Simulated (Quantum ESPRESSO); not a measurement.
# C (Fd-3m) in Quantum ESPRESSO: a series of runs, part 2 of 3

Quantum ESPRESSO 7.5. The steps go on from the part before.

## Step 4: Phonons, PBE

File pw.in:

```
&CONTROL
  calculation = 'scf'
  prefix = 'pwscf'
  outdir = './tmp'
  pseudo_dir = './pseudo'
  tprnfor = .true.
  tstress = .true.
  disk_io = 'low'
/
&SYSTEM
  ibrav = 0
  nat = 2
  ntyp = 1
  ecutwfc = 45
  ecutrho = 360
  nbnd = 9
  occupations = 'smearing'
  smearing = 'fd'
  degauss = 0.00367493
/
&ELECTRONS
  conv_thr = 4d-10
  electron_maxstep = 120
  mixing_beta = 0.5
/
ATOMIC_SPECIES
C     12.0110 c_pbe_v1.2.uspp.F.UPF
CELL_PARAMETERS angstrom
   0.0000000000    1.7833700000    1.7833700000
   1.7833700000    0.0000000000    1.7833700000
   1.7833700000    1.7833700000    0.0000000000
ATOMIC_POSITIONS crystal
C      0.7500000000    0.7500000000    0.7500000000
C      0.5000000000    0.5000000000    0.5000000000
K_POINTS automatic
12 12 12 1 1 1
```

File relax.in:

```
&CONTROL
  calculation = 'vc-relax'
  prefix = 'pwscf'
  outdir = './tmp'
  pseudo_dir = './pseudo'
  tprnfor = .true.
  tstress = .true.
  disk_io = 'low'
  nstep = 40
  forc_conv_thr = 0.0001
  etot_conv_thr = 1d-06
/
&SYSTEM
  ibrav = 0
  nat = 2
  ntyp = 1
  ecutwfc = 45
  ecutrho = 360
  nbnd = 9
  occupations = 'smearing'
  smearing = 'fd'
  degauss = 0.00367493
/
&ELECTRONS
  conv_thr = 4d-10
  electron_maxstep = 120
  mixing_beta = 0.5
/
&IONS
  ion_dynamics = 'bfgs'
/
&CELL
  cell_dynamics = 'bfgs'
  press = 0
  press_conv_thr = 0.2
/
ATOMIC_SPECIES
C     12.0110 c_pbe_v1.2.uspp.F.UPF
CELL_PARAMETERS angstrom
   0.0000000000    1.7833700000    1.7833700000
   1.7833700000    0.0000000000    1.7833700000
   1.7833700000    1.7833700000    0.0000000000
ATOMIC_POSITIONS crystal
C      0.7500000000    0.7500000000    0.7500000000
C      0.5000000000    0.5000000000    0.5000000000
K_POINTS automatic
12 12 12 1 1 1
```

File scf2.in:

```
&CONTROL
  calculation = 'scf'
  prefix = 'pwscf'
  outdir = './tmp'
  pseudo_dir = './pseudo'
  tprnfor = .true.
  tstress = .true.
  disk_io = 'low'
/
&SYSTEM
  ibrav = 0
  nat = 2
  ntyp = 1
  ecutwfc = 45
  ecutrho = 360
  nbnd = 9
  occupations = 'fixed'
/
&ELECTRONS
  conv_thr = 1d-13
  electron_maxstep = 120
  mixing_beta = 0.5
  startingpot = 'file'
  startingwfc = 'file'
/
ATOMIC_SPECIES
C     12.0110 c_pbe_v1.2.uspp.F.UPF
CELL_PARAMETERS angstrom
   0.0000000000    1.7854439592    1.7854439592
   1.7854439592    0.0000000000    1.7854439592
   1.7854439592    1.7854439592    0.0000000000
ATOMIC_POSITIONS crystal
C      0.7500000000    0.7500000000    0.7500000000
C      0.5000000000    0.5000000000    0.5000000000
K_POINTS automatic
12 12 12 1 1 1
```

File ph.in:

```
phonons of C
&INPUTPH
  prefix = 'pwscf'
  outdir = './tmp'
  tr2_ph = 1d-18
  fildyn = 'dyn'
  niter_ph = 90
  alpha_mix(1) = 0.7
/
0.3535533906 0.3535533906 0.3535533906
```

Potentials or basis: GBRV 1.5 PBE.

Launch:

```bash
OMP_NUM_THREADS=1 mpirun -n 4 pw.x -nk 4 -in pw.in > pw.out
OMP_NUM_THREADS=1 mpirun -n 4 pw.x -nk 4 -in relax.in > relax.out
OMP_NUM_THREADS=1 mpirun -n 4 pw.x -nk 4 -in scf2.in > scf2.out
OMP_NUM_THREADS=1 mpirun -n 4 ph.x -nk 4 -in ph.in > ph.out
```

pw.out:

```text
This program is part of the open-source Quantum ESPRESSO suite
     for quantum simulation of materials; please cite
[... 6 lines left out ...]
     using ibrav=0 with symmetry is DISCOURAGED, use correct ibrav instead

     K-points division:     npool     =       4
     Subspace diagonalization in iterative solution of the eigenvalue problem:
     a serial algorithm will be used

     G-vector sticks info
     --------------------
     sticks:   dense  smooth     PW     G-vecs:    dense   smooth      PW
     Sum         559     283    109                 8801     3119     701

     Using Slab Decomposition

     bravais-lattice index     =            0
     lattice parameter (alat)  =       4.7660  a.u.
     unit-cell volume          =      76.5510 (a.u.)^3
     number of atoms/cell      =            2
[... 58 lines left out ...]

     Self-consistent Calculation

     iteration #  1     ecut=    45.00 Ry     beta= 0.50
     Davidson diagonalization with overlap
     ethr =  1.00E-02,  avg # of iterations =  4.1

     total energy              =     -22.96197445 Ry
     estimated scf accuracy    <       0.11631390 Ry
[... 36 lines left out ...]
     iteration #  7     ecut=    45.00 Ry     beta= 0.50
     Davidson diagonalization with overlap
     ethr =  8.08E-11,  avg # of iterations =  2.0

     End of self-consistent calculation

     Number of k-points >= 100: set verbosity='high' to print the bands.

     the Fermi energy is    15.5393 ev

!    total energy              =     -22.96162708 Ry
     estimated scf accuracy    <          6.3E-11 Ry
     smearing contrib. (-TS)   =       0.00000000 Ry
     internal energy E=F+TS    =     -22.96162708 Ry

     The total energy is F=E-TS. E is the sum of the following terms:
     one-electron contribution =       8.05176808 Ry
     hartree contribution      =       1.93307341 Ry
     xc contribution           =      -7.37178007 Ry
     ewald contribution        =     -25.57468850 Ry

     convergence has been achieved in   7 iterations

     Forces acting on atoms (cartesian axes, Ry/au):

     atom    1 type  1   force =     0.00000000   -0.00000000   -0.00000000
     atom    2 type  1   force =    -0.00000000    0.00000000    0.00000000

     Total force =     0.000000     Total SCF correction =     0.000000

     Computing stress (Cartesian axis) and pressure

          total   stress  (Ry/bohr**3)                   (kbar)     P=       15.29
   0.00010394   0.00000000  -0.00000000           15.29        0.00       -0.00
   0.00000000   0.00010394  -0.00000000            0.00       15.29       -0.00
   0.00000000  -0.00000000   0.00010394            0.00       -0.00       15.29

=------------------------------------------------------------------------------=
   JOB DONE.
=------------------------------------------------------------------------------=
```

relax.out:

```text
This program is part of the open-source Quantum ESPRESSO suite
     for quantum simulation of materials; please cite
[... 6 lines left out ...]
     using ibrav=0 with symmetry is DISCOURAGED, use correct ibrav instead

     K-points division:     npool     =       4
[... 624 lines left out ...]
   0.00000062  -0.00000000  -0.00000000            0.09       -0.00       -0.00
  -0.00000000   0.00000062  -0.00000000           -0.00        0.09       -0.00
  -0.00000000  -0.00000000   0.00000062           -0.00       -0.00        0.09

=------------------------------------------------------------------------------=
   JOB DONE.
=------------------------------------------------------------------------------=
```

scf2.out:

```text
This program is part of the open-source Quantum ESPRESSO suite
     for quantum simulation of materials; please cite
[... 6 lines left out ...]
     using ibrav=0 with symmetry is DISCOURAGED, use correct ibrav instead

     K-points division:     npool     =       4
[... 111 lines left out ...]
   0.00000061   0.00000000  -0.00000000            0.09        0.00       -0.00
   0.00000000   0.00000061   0.00000000            0.00        0.09        0.00
   0.00000000  -0.00000000   0.00000061            0.00       -0.00        0.09

=------------------------------------------------------------------------------=
   JOB DONE.
=------------------------------------------------------------------------------=
```

Wall time 3.7 min (4 MPI ranks of Intel Xeon at 2.50GHz (Skylake/Cascade Lake), shared host); peak memory 0.36 GiB.

Results:

- Free energy: -312.4091 eV
- Relaxed volume: 5.69 Å³/atom
- Relaxed cell: a = 2.525 Å, b = 2.525 Å, c = 2.525 Å, α = 60.00°, β = 60.00°, γ = 60.00°
- Space group after relaxing (to 0.05 Å): Fd-3m (No. 227)
- Pressure after relaxing: 0.0 GPa
- Highest phonon frequency at the q point run: 1246 cm⁻¹

The path:
```
step  energy change (eV)  largest force (eV/Å)  pressure (GPa)  volume (Å³)
   1              0.0000                0.0000            1.53        11.34
   2              0.0001                0.0000           -1.85        11.43
   3             -0.0002                0.0000            0.00        11.38
   4             -0.0002                0.0000            0.00        11.38
```

Final structure:
```
C
1.0
     0.00000    1.78544    1.78544
     1.78544    0.00000    1.78544
     1.78544    1.78544    0.00000
C
2
Direct
  0.75000 0.75000 0.75000
  0.50000 0.50000 0.50000
```

Levels at points of the mesh, in eV from the valence-band top:
```
           k point  band 1  band 2  band 3  band 4  band 5  band 6  band 7  band 8  band 9
(0.04, 0.04, 0.04)  -21.27   -0.25    0.00    0.00    5.78    5.78    5.88   13.42   19.44
```

Phonon frequencies in cm⁻¹ (negative: imaginary):
| q point | frequencies |
| --- | --- |
| (0.500, 0.500, 0.500) | 547 547 1044 1198 1198 1246 |

## Step 5: Phonons, PBE

pw.in is that of step 4.

relax.in is that of step 4.

scf2.in is that of step 4.

ph.in: that of step 4 with these lines changed.

```diff
@@ -9,2 +9,2 @@
 /
-0.3535533906 0.3535533906 0.3535533906
+0.1767766953 0.7071067812 0.1767766953
```

Potentials or basis: GBRV 1.5 PBE.

Launch:

```bash
OMP_NUM_THREADS=1 mpirun -n 4 pw.x -nk 4 -in pw.in > pw.out
OMP_NUM_THREADS=1 mpirun -n 4 pw.x -nk 4 -in relax.in > relax.out
OMP_NUM_THREADS=1 mpirun -n 4 pw.x -nk 4 -in scf2.in > scf2.out
OMP_NUM_THREADS=1 mpirun -n 4 ph.x -nk 4 -in ph.in > ph.out
```

pw.out:

```text
This program is part of the open-source Quantum ESPRESSO suite
     for quantum simulation of materials; please cite
         "P. Giannozzi et al., J. Phys.:Condens. Matter 21 395502 (2009);
         "P. Giannozzi et al., J. Phys.:Condens. Matter 29 465901 (2017);
         "P. Giannozzi et al., J. Chem. Phys. 152 154105 (2020);
     in publications or presentations arising from this work. More details at

     Message from routine setup:
     using ibrav=0 with symmetry is DISCOURAGED, use correct ibrav instead

     K-points division:     npool     =       4
     Subspace diagonalization in iterative solution of the eigenvalue problem:
     a serial algorithm will be used

     G-vector sticks info
     --------------------
     sticks:   dense  smooth     PW     G-vecs:    dense   smooth      PW
     Sum         559     283    109                 8801     3119     701

     Using Slab Decomposition

[... 67 lines left out ...]
     ethr =  1.00E-02,  avg # of iterations =  4.1

     total energy              =     -22.96197445 Ry
     estimated scf accuracy    <       0.11631390 Ry
[... 36 lines left out ...]
     iteration #  7     ecut=    45.00 Ry     beta= 0.50
     Davidson diagonalization with overlap
     ethr =  8.08E-11,  avg # of iterations =  2.0

     End of self-consistent calculation

     Number of k-points >= 100: set verbosity='high' to print the bands.

     the Fermi energy is    15.5393 ev

!    total energy              =     -22.96162708 Ry
     estimated scf accuracy    <          6.3E-11 Ry
     smearing contrib. (-TS)   =       0.00000000 Ry
     internal energy E=F+TS    =     -22.96162708 Ry

     The total energy is F=E-TS. E is the sum of the following terms:
     one-electron contribution =       8.05176808 Ry
     hartree contribution      =       1.93307341 Ry
     xc contribution           =      -7.37178007 Ry
     ewald contribution        =     -25.57468850 Ry

     convergence has been achieved in   7 iterations

     Forces acting on atoms (cartesian axes, Ry/au):

     atom    1 type  1   force =     0.00000000    0.00000000    0.00000000
     atom    2 type  1   force =     0.00000000    0.00000000    0.00000000

     Total force =     0.000000     Total SCF correction =     0.000000

     Computing stress (Cartesian axis) and pressure

          total   stress  (Ry/bohr**3)                   (kbar)     P=       15.29
   0.00010394  -0.00000000  -0.00000000           15.29       -0.00       -0.00
  -0.00000000   0.00010394  -0.00000000           -0.00       15.29       -0.00
  -0.00000000  -0.00000000   0.00010394           -0.00       -0.00       15.29

=------------------------------------------------------------------------------=
   JOB DONE.
=------------------------------------------------------------------------------=
```

relax.out:

```text
This program is part of the open-source Quantum ESPRESSO suite
     for quantum simulation of materials; please cite
         "P. Giannozzi et al., J. Phys.:Condens. Matter 21 395502 (2009);
         "P. Giannozzi et al., J. Phys.:Condens. Matter 29 465901 (2017);
         "P. Giannozzi et al., J. Chem. Phys. 152 154105 (2020);
[... 631 lines left out ...]
  -0.00000000   0.00000062  -0.00000000           -0.00        0.09       -0.00
  -0.00000000  -0.00000000   0.00000062           -0.00       -0.00        0.09

=------------------------------------------------------------------------------=
   JOB DONE.
=------------------------------------------------------------------------------=
```

Run time: 10 min. Hardware: 4 MPI ranks of Intel Xeon at 2.50GHz (Skylake/Cascade Lake), shared host; peak memory 0.36 GiB.

Results:

```yaml
Free_energy: -312.4091 eV
Relaxed_volume: 5.69 Å³/atom
Relaxed_cell: a = 2.525 Å, b = 2.525 Å, c = 2.525 Å, α = 60.00°, β = 60.00°, γ = 60.00°
Space_group_after_relaxing_to_0.05_Å: Fd-3m (No. 227)
Pressure_after_relaxing: 0.0 GPa
Highest_phonon_frequency_at_the_q_point_run: 1223 cm⁻¹
```

The path:
```
step  energy change (eV)  largest force (eV/Å)  pressure (GPa)  volume (Å³)
   1              0.0000                0.0000            1.53        11.34
   2              0.0001                0.0000           -1.85        11.43
   3             -0.0002                0.0000            0.00        11.38
   4             -0.0002                0.0000            0.00        11.38
```

Final structure:
```
C
1.0
     0.00000    1.78544    1.78544
     1.78544    0.00000    1.78544
     1.78544    1.78544    0.00000
C
2
Direct
  0.75000 0.75000 0.75000
  0.50000 0.50000 0.50000
```

Levels at points of the mesh, in eV from the valence-band top:
```
           k point  band 1  band 2  band 3  band 4  band 5  band 6  band 7  band 8  band 9
(0.04, 0.04, 0.04)  -21.27   -0.25    0.00    0.00    5.78    5.78    5.88   13.42   19.44
```

Phonon frequencies in cm⁻¹ (negative: imaginary):
```tsv
q point	frequencies
(0.625, 0.250, 0.625)	746 969 1000 1052 1083 1223
```

(Continued in part 3 of 3.)
